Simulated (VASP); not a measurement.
# Ge (I4_1/amd) in VASP: notebook

The runs below take Ge through relaxation of cell and atoms, with LDA.

All numbers are computed with VASP 6.6.1; they aren't measurements. Logs are shortened: lines on timing, memory, paths and dates and some standing lists are left out, and cuts for length are marked.

## Step 1: The structure

The structure is tetragonal, space group I4_1/amd (No. 141). The conventional cell has a = 5.149 Å, b = 5.149 Å, c = 2.795 Å, α = 90.00°, β = 90.00°, γ = 90.00°. Ge (site symmetry -4m2) has 6 Ge at 2.67 to 2.79 Å as nearest neighbours.

This isn't the form of Ge at room conditions, which is diamond.

## Step 2: Relaxation of cell and atoms, LDA, target pressure 13.3 GPa, at which the enthalpy is minimised

Input file INCAR:

```
SYSTEM = Ge
ALGO = Fast
EDIFF = 1E-7
EDIFFG = -0.002
ENCUT = 350
GGA = CA
IBRION = 2
ISIF = 3
ISMEAR = 0
LASPH = .TRUE.
LCHARG = .FALSE.
LREAL = .FALSE.
LWAVE = .FALSE.
NELM = 100
NSW = 80
PREC = Accurate
PSTRESS = 133.0
SIGMA = 0.02
```

Input file KPOINTS:

```
k-points
0
G
  6 6 6
  0 0 0
```

Input file POSCAR:

```
Ge
1.0
   -2.5744897200      2.5744897200      1.3974126400
    2.5744897200     -2.5744897200      1.3974126400
    2.5744897200      2.5744897200     -1.3974126400
Ge
2
Direct
    0.2500000000      0.7500000000      0.5000000000
    0.5000000000      0.5000000000      0.0000000000
```

Potentials or basis: VASP PAW LDA potentials, release 64 (Ge_d).

Launch:

```
> cat potpaw_LDA.64/Ge_d/POTCAR > POTCAR
> mpirun -np 1 vasp_std > vasp.out
```

OUTCAR:

```text
SYSTEM = Ge
   EDIFF = 1E-7
   EDIFFG = -0.002
   ENCUT = 350
   GGA = CA
   IBRION = 2
   ISIF = 3
   ISMEAR = 0
   LASPH = .TRUE.
   LREAL = .FALSE.
   NELM = 100
   NSW = 80
   PREC = Accurate
   PSTRESS = 133.0

 ion  position               nearest neighbor table
   1  0.250  0.750  0.500-   2 2.67   2 2.67   2 2.67   2 2.67
   2  0.500  0.500  0.000-   1 2.67   1 2.67   1 2.67   1 2.67

  LATTYP: Found a body centered tetragonal cell.
 ALAT       =     5.1489794400
 C/A-ratio  =     0.5427920839

  Lattice vectors:

 A1 = (  -2.5744897200,   2.5744897200,   1.3974126400)
 A2 = (   2.5744897200,  -2.5744897200,   1.3974126400)
 A3 = (   2.5744897200,   2.5744897200,  -1.3974126400)

Analysis of symmetry for initial positions (statically):
=====================================================================
 Subroutine PRICEL returns:
 Original cell was already a primitive cell.

 Routine SETGRP: Setting up the symmetry group for a
 body centered tetragonal supercell.

 Subroutine GETGRP returns: Found 16 space group operations
 (whereof  8 operations were pure point group operations)
 out of a pool of 16 trial point group operations.

The static configuration has the point symmetry D_2d.
 The point group associated with its full space group is D_4h.

Analysis of symmetry for dynamics (positions and initial velocities):
=====================================================================
 Subroutine PRICEL returns:
 Original cell was already a primitive cell.

 Routine SETGRP: Setting up the symmetry group for a
 body centered tetragonal supercell.

 Subroutine GETGRP returns: Found 16 space group operations
 (whereof  8 operations were pure point group operations)
 out of a pool of 16 trial point group operations.

The dynamic configuration has the point symmetry D_2d.
 The point group associated with its full space group is D_4h.

 Subroutine INISYM returns: Found 16 space group operations
 (whereof  8 operations are pure point group operations),
 and found     1 'primitive' translations

----------------------------------------------------------------------------------------

                                     Primitive cell

  volume of cell :      37.0482

  direct lattice vectors                    reciprocal lattice vectors
    -2.574489720  2.574489720  1.397412640     0.000000000  0.194213244  0.357804120
     2.574489720 -2.574489720  1.397412640     0.194213244  0.000000000  0.357804120
     2.574489720  2.574489720 -1.397412640     0.194213244  0.194213244  0.000000000

  length of vectors
     3.899840602  3.899840602  3.899840602     0.407114938  0.407114938  0.274659004

  position of ions in fractional coordinates (direct lattice)
     0.250000000  0.750000000  0.500000000
     0.500000000  0.500000000  0.000000000

  ion indices of the primitive-cell ions
   primitive index   ion index
                 1           1
                 2           2

----------------------------------------------------------------------------------------

 KPOINTS: k-points

Automatic generation of k-mesh.
 Grid dimensions read from file:
 generate k-points for:    6    6    6

 Generating k-lattice:

  Cartesian coordinates                     Fractional coordinates (reciprocal lattice)
     0.000000000  0.032368874  0.059634020     0.166666667  0.000000000  0.000000000
     0.032368874  0.000000000  0.059634020     0.000000000  0.166666667  0.000000000
     0.032368874  0.032368874  0.000000000     0.000000000  0.000000000  0.166666667

  Length of vectors
     0.067852490  0.067852490  0.045776501

  Shift w.r.t. Gamma in fractional coordinates (k-lattice)
     0.000000000  0.000000000  0.000000000

 Subroutine IBZKPT returns following result:
 ===========================================

 Found     30 irreducible k-points:

 Following reciprocal coordinates:
            Coordinates               Weight
  0.000000  0.000000  0.000000      1.000000
  0.166667  0.000000 -0.000000      8.000000
  0.333333 -0.000000  0.000000      8.000000
  0.500000  0.000000 -0.000000      4.000000
  0.166667  0.166667 -0.000000      8.000000
  0.333333  0.166667  0.000000     16.000000
[... 16 lines left out ...]
 -0.333333 -0.333333  0.166667      8.000000
 -0.166667 -0.333333  0.166667      8.000000
 [... further k-points ...]
   k-points           NKPTS =     30   k-points in BZ     NKDIM =     30   number of bands    NBANDS=     18
   number of dos      NEDOS =    301   number of ions     NIONS =      2
   total plane-waves  NPLWV =  13824
   dimension x,y,z NGX =    24 NGY =   24 NGZ =   24
   dimension x,y,z NGXF=    48 NGYF=   48 NGZF=   48
   ions per type =               2
   NGX,Y,Z   is equivalent  to a cutoff of  10.23, 10.23, 10.23 a.u.
   NGXF,Y,Z  is equivalent  to a cutoff of  20.46, 20.46, 20.46 a.u.
 SYSTEM =  Ge
   PREC   = accura    normal or accurate (medium, high low for compatibility)
   ISTART =      0    job   : 0-new  1-cont  2-samecut
   ICHARG =      2    charge: 1-file 2-atom 10-const
   ISPIN  =      1    spin polarized calculation?
   LNONCOLLINEAR =      F non collinear calculations
   LSORBIT =      F    spin-orbit coupling
   LASPH  =      T    aspherical Exc in radial PAW
   ENCUT  =  350.0 eV  25.72 Ry    5.07 a.u.   5.95  5.95  5.95*2*pi/ulx,y,z
   NELM   =    100;   NELMIN=  2; NELMDL= -5     # of ELM steps
   EDIFF  = 0.1E-06   stopping-criterion for ELM
   LREAL  =      F    real-space projection
   EDIFFG = -.2E-02   stopping-criterion for IOM
   NSW    =     80    number of steps for IOM
   IBRION =      2    ionic relax: 0-MD 1-quasi-New 2-CG
   NFREE  =      1    steps in history (QN), initial steepest desc. (CG)
   ISIF   =      3    stress and relaxation
   ISYM   =      2    0-nonsym 1-usesym 2-fastsym
   POTIM  = 0.5000    time-step for ionic-motion
   TEBEG  =    0.0;   TEEND  =   0.0 temperature during run
   PSTRESS=  133.0 pullay stress
   NELECT =      28.0000    total number of electrons
   NUPDOWN=      -1.0000    fix difference up-down
   EMIN   =  10.00;   EMAX   =-10.00  energy-range for DOS
   EFERMI =   0.00;   METHOD = LEGACY
   ISMEAR =     0;   SIGMA  =   0.02  broadening in eV -4-tet -1-fermi 0-gaus
   EFERMI_NEDOS =   21; number of points for ismear=-14 and -15
   IALGO  =     68    algorithm
   IMIX   =      4    mixing-type and parameters
     AMIX     =   0.40;   BMIX     =  1.00
     AMIX_MAG =   1.60;   BMIX_MAG =  1.00
  volume/ion in A,a.u.               =      18.52       125.01
  Fermi-wavevector in a.u.,A,eV,Ry     =   1.491209  2.817976 30.255333  2.223704
  Thomas-Fermi vector in A             =   2.603893
   LORBIT       =      0    0 simple, 1 ext, 2 COOP (PROOUT), +10 PAW based schemes
   GGA     = CA    functional components
   LHFCALC =     F    Hartree Fock is set to
   AEXX    =    0.0000 exact exchange contribution
   IVDW    =     0    specifies the selected vdW correction
   LEPSILON=     F    determine dielectric tensor
   LRPA    =     F    only Hartree local field effects (RPA)
 conjugate gradient relaxation of ions
 non-spin polarized calculation
 RMM-DIIS sequential band-by-band and
 Gauss-broadening in eV      SIGMA  =   0.02
  energy-cutoff  :      350.00
  volume of cell :       37.05
 maximum number of plane-waves:       562
   NGX = 11   NGY = 11   NGZ = 11

--------------------------------------- Ionic step        1  -------------------------------------------

 number of electron      28.0000042 magnetization

 Free energy of the ion-electron system (eV)
  ---------------------------------------------------
  ext. energy  EPLUGINS =         0.00000000
  ---------------------------------------------------
  free energy    TOTEN  =       -10.00739926 eV

  energy without entropy =      -10.00706080  energy(sigma->0) =      -10.00723003

------------------------ aborting loop because EDIFF is reached ----------------------------------------

  FORCE on cell =-STRESS in cart. coord.  units (eV):
  Direction    XX          YY          ZZ          XY          YZ          ZX
  --------------------------------------------------------------------------------------
  -------------------------------------------------------------------------------------
  Total       -0.5177202     -0.5177202     -0.8440189      0.0000000      0.0000000     -0.0000000
  in kB      -22.3892084    -22.3892084    -36.5002456      0.0000000      0.0000000     -0.0000000
  external PRESSURE =    -160.0928875 kB  Pullay stress =     133.0000000 kB
[... 23 lines left out ...]
  enthalpy is  TOTEN    =        -6.9319537176 eV   P V=        3.0754455418

--------------------------------------- Ionic step        2  -------------------------------------------

 number of electron      28.0000061 magnetization

 E-fermi :  10.2626     XC(G=0): -13.1190

 val. band max:       10.2462993495   @ k =   0.3333   0.1667   0.0000
 cond. band min:      10.3096670247   @ k =  -0.1667   0.3333   0.1667
 fundamental gap:      0.0633676751
 Fermi energy:        10.2625529183

 k-point     1 :       0.0000    0.0000    0.0000
  band No.  band energies     occupation
      1     -15.2222      2.00000
      2     -15.1280      2.00000
      3     -15.0930      2.00000
      4     -15.0796      2.00000
      5     -14.8183      2.00000
      6     -14.8183      2.00000
[... 10 lines left out ...]
     17      19.6084      0.00000
     18      21.8576      0.00000
[... 466 lines left out ...]
      2     -15.0349      2.00000
      3     -15.0088      2.00000
      4     -14.9489      2.00000
      5     -14.9298      2.00000
      6     -14.8992      2.00000
[... 10 lines left out ...]
     17      13.9941      0.00000
     18      15.9216      0.00000

 [... further k-points ...]

------------------------ aborting loop because EDIFF is reached ----------------------------------------

  FORCE on cell =-STRESS in cart. coord.  units (eV):
  Direction    XX          YY          ZZ          XY          YZ          ZX
  --------------------------------------------------------------------------------------
  -------------------------------------------------------------------------------------
  Total        6.8690802      6.8690802      5.3429089      0.0000000      0.0000000     -0.0000000
  in kB      393.2969619    393.2969619    305.9142958      0.0000000      0.0000000     -0.0000000
  external PRESSURE =     231.1694065 kB  Pullay stress =     133.0000000 kB
[... 55 lines left out ...]
  FREE ENERGIE OF THE ION-ELECTRON SYSTEM (eV)
  ---------------------------------------------------
  free  energy   TOTEN  =        -9.8725251804 eV

  energy  without entropy=       -9.8721760432  energy(sigma->0) =       -9.87235061

  enthalpy is  TOTEN    =        -7.2376274722 eV   P V=        2.6348977082

[... ionic steps 4 to 13 ...]

--------------------------------------- Ionic step       14  -------------------------------------------

 number of electron      27.9999960 magnetization

------------------------ aborting loop because EDIFF is reached ----------------------------------------

  FORCE on cell =-STRESS in cart. coord.  units (eV):
  Direction    XX          YY          ZZ          XY          YZ          ZX
  --------------------------------------------------------------------------------------
  -------------------------------------------------------------------------------------
  Total        2.6124374      2.6124374      2.6180210      0.0000000      0.0000000      0.0000000
  in kB      132.7243270    132.7243270    133.0080029      0.0000000      0.0000000      0.0000000
  external PRESSURE =      -0.1811144 kB  Pullay stress =     133.0000000 kB
[... 61 lines left out ...]
  enthalpy is  TOTEN    =        -7.2441244873 eV   P V=        2.6178902548

--------------------------------------- Ionic step       16  -------------------------------------------

 number of electron      27.9999960 magnetization

 Free energy of the ion-electron system (eV)
  ---------------------------------------------------
  ext. energy  EPLUGINS =         0.00000000
  ---------------------------------------------------
  free energy    TOTEN  =        -9.86202778 eV

  energy without entropy =       -9.86114264  energy(sigma->0) =       -9.86158521

 E-fermi :   8.5710     XC(G=0): -12.4553

 val. band max:        8.5452933579   @ k =  -0.1667   0.3333   0.1667
 cond. band min:       8.5748792305   @ k =   0.3333   0.1667   0.0000
 fundamental gap:      0.0295858726
 Fermi energy:         8.5710117271

 k-point     1 :       0.0000    0.0000    0.0000
  band No.  band energies     occupation
      1     -16.6023      2.00000
      2     -16.5655      2.00000
      3     -16.5254      2.00000
      4     -16.5000      2.00000
      5     -16.3127      2.00000
      6     -16.3127      2.00000
[... 10 lines left out ...]
     17      16.7335      0.00000
     18      18.4612      0.00000
[... 466 lines left out ...]
      2     -16.4740      2.00000
      3     -16.4533      2.00000
      4     -16.4051      2.00000
      5     -16.4027      2.00000
      6     -16.3837      2.00000
[... 10 lines left out ...]
     17      12.0180      0.00000
     18      13.6674      0.00000

 [... further k-points ...]

------------------------ aborting loop because EDIFF is reached ----------------------------------------

  FORCE on cell =-STRESS in cart. coord.  units (eV):
  Direction    XX          YY          ZZ          XY          YZ          ZX
  --------------------------------------------------------------------------------------
  -------------------------------------------------------------------------------------
  Total        2.6189159      2.6189159      2.6206258      0.0000000      0.0000000      0.0000000
  in kB      133.0514513    133.0514513    133.1383202      0.0000000      0.0000000      0.0000000
  external PRESSURE =       0.0804076 kB  Pullay stress =     133.0000000 kB
[... 17 lines left out ...]
  FREE ENERGIE OF THE ION-ELECTRON SYSTEM (eV)
  ---------------------------------------------------
  free  energy   TOTEN  =        -9.8620277756 eV

  energy  without entropy=       -9.8611426434  energy(sigma->0) =       -9.86158521

  enthalpy is  TOTEN    =        -7.2441245700 eV   P V=        2.6179032056

 reached required accuracy - stopping structural energy minimisation
```

Wall time 73 s (1 thread of Intel Xeon Platinum 8259CL at 2.50GHz (Skylake/Cascade Lake), shared host); peak memory 0.13 GiB.

The run converged, but some of its settings lie outside the range that counts as converged, so its numbers aren't taken as properties of the crystal.

What came out:

```yaml
Free_energy: -9.8620 eV
Relaxed_volume: 15.77 Å³/atom
Relaxed_cell: a = 3.720 Å, b = 3.720 Å, c = 3.720 Å, α = 96.99°, β = 96.99°, γ = 139.16°
Space_group_after_relaxing_to_0.05_Å: I4_1/amd (No. 141)
Energy_change_on_relaxing_the_enthalpy_is_what_falls: +72.7 meV/atom
Ionic_steps: 16
Band_gap_on_the_k_mesh: none (metal or under the smearing width)
```

Caveat: the k mesh is coarse (spacing up to 0.43 Å⁻¹), so the values aren't converged; the cutoff is under 1.25 times the usual one of these potentials, so pressure, stress and relaxed cells hold a basis-set (Pulay) error; the cell is relaxed towards a set pressure, so the enthalpy falls and the energy may rise.

## Step 3: Relaxation of cell and atoms, LDA, target pressure 13.3 GPa, at which the enthalpy is minimised

This run uses another cell than the first one, of 15.77 Å³/atom, 0.851 times its volume.

INCAR is that of step 2.

KPOINTS is that of step 2.

Input file POSCAR:

```
Ge                                      
1.0
   -2.4648939138      2.4648939138      1.2976455150
    2.4648939138     -2.4648939138      1.2976455150
    2.4648939138      2.4648939138     -1.2976455150
  Ge            
     2
Direct
     0.2500000000000000    0.7500000000000000    0.5000000000000000
     0.5000000000000000    0.5000000000000000    0.0000000000000000
```

Potentials or basis: VASP PAW LDA potentials, release 64 (Ge_d).

Launch:

```
> cat potpaw_LDA.64/Ge_d/POTCAR > POTCAR
> mpirun -np 1 vasp_std > vasp.out
```

It took 40 s on 1 thread of Intel Xeon Platinum 8259CL at 2.50GHz (Skylake/Cascade Lake), shared host; peak memory 0.13 GiB.

The run converged, but some of its settings lie outside the range that counts as converged, so its numbers aren't taken as properties of the crystal.

Results:

```yaml
Free_energy: -9.8612 eV
Relaxed_volume: 15.81 Å³/atom
Relaxed_cell: a = 3.723 Å, b = 3.723 Å, c = 3.723 Å, α = 97.00°, β = 97.00°, γ = 139.14°
Space_group_after_relaxing_to_0.05_Å: I4_1/amd (No. 141)
Energy_change_on_relaxing_the_enthalpy_is_what_falls: -3.9 meV/atom
Ionic_steps: 12
Band_gap_on_the_k_mesh: none (metal or under the smearing width)
```

Caveat: the k mesh is coarse (spacing up to 0.46 Å⁻¹), so the values aren't converged; the cutoff is under 1.25 times the usual one of these potentials, so pressure, stress and relaxed cells hold a basis-set (Pulay) error; the cell is relaxed towards a set pressure, so the enthalpy falls and the energy may rise.
